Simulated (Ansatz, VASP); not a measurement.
**One calculation of In, two programs**

INCAR

```
  ALGO = Normal
  EDIFF = 1E-7
  EDIFFG = -0.005
  ENCUT = 600
  GGA = PS
  IBRION = 2
  ISIF = 3
  ISMEAR = -1
  LASPH = True
  LCHARG = False
  LREAL = False
  LWAVE = False
  NELM = 60
  NSW = 80
  PREC = Accurate
  SIGMA = 0.05
```

Contents of KPOINTS:

```
k-points
0
Gamma
  10 10 10
```

Contents of POSCAR:

```
In
1.0
   -1.8825252400      1.8825252400      1.8825252400
    1.8825252400     -1.8825252400      1.8825252400
    1.8825252400      1.8825252400     -1.8825252400
In
1
Direct
    0.0000000000      0.0000000000      0.0000000000
```

The input input.yaml:

```yaml
crystal:
  lattice:
    - [-1.88252524, 1.88252524, 1.88252524]
    - [1.88252524, -1.88252524, 1.88252524]
    - [1.88252524, 1.88252524, -1.88252524]
  atoms:
    - { symbol: In, position: [0.0, 0.0, 0.0] }
kpoints:
  mp_grid: { grid: [10, 10, 10] }
scf:
  occupations: { method: fermi_dirac, width: 0.05 }
hamiltonian:
  xc: pbesol
  pseudopotentials: { kind: all_electron, lapw: { basis_error: 0.001 } }
output:
  forces: true
  stress: true
relax:
  f_tol: 0.005
  max_steps: 60
  cell: {}
```

Alike in both runs: task relaxation of cell and atoms; functional PBEsol; k mesh 10 × 10 × 10; occupations fermi-dirac, width 0.05 eV; no spin polarisation.

|  | VASP | Ansatz |
| --- | --- | --- |
| version | VASP 6.6.1 | Ansatz 0.2.0 |
| potentials or method | VASP PAW PBE potentials, release 64 (In_d) | all-electron LAPW, scalar-relativistic |
| plane-wave cutoff (eV) | 600 | see its input |

```csv
,VASP,Ansatz,Ansatz less VASP
relaxed volume (Å³/atom),25.79,25.76,-0.030
relaxed cell length with the largest relative difference (Å),3.224,3.223,-0.0013
energy change over the relaxation (meV/atom),-4,-4,-0.1
```

Ansatz ran all-electron here, so the differences hold the error of VASP's frozen core and of both bases.

Caveats: the PAW data sets were made with another functional, which shifts forces and pressure a little (VASP).
